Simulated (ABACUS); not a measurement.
GaP:

```
CELL_PARAMETERS angstrom
0.00000 2.72525 2.72525
2.72525 0.00000 2.72525
2.72525 2.72525 0.00000
ATOMIC_POSITIONS crystal
Ga 0.00000 0.00000 0.00000
P 0.25000 0.25000 0.25000
```

Base run:

| Item | Value |
| --- | --- |
| Program | ABACUS 3.10.1 |
| Functional | r2SCAN |
| Potentials or basis | SG15 ONCV 1.2 PBE |
| Cutoff | 1361 eV |
| Density cutoff | 5442 eV |
| Basis | DZP LCAO (the cutoffs set its grid) |
| k mesh | 8 × 8 × 8 |
| Occupations | fermi-dirac, width 0.05 eV |
| Spin | no spin polarisation |

Its results: band gap on the k mesh 1.87 eV, indirect (least direct gap 2.16 eV); pressure 0.5 GPa.

**Question.** The run is repeated on the same cell with these changes: functional from r2SCAN to TPSS. What comes out?

**Answer.** Band gap on the k mesh 1.71 eV, indirect (least direct gap 2.20 eV); pressure 3.9 GPa.

Caveats: the atomic orbitals were generated for these runs and aren't a published set; the potentials were made for another functional, which shifts forces and pressure; the basis of atomic orbitals isn't converged, which shifts pressures, moduli and gaps.

A k mesh can miss the band edges.
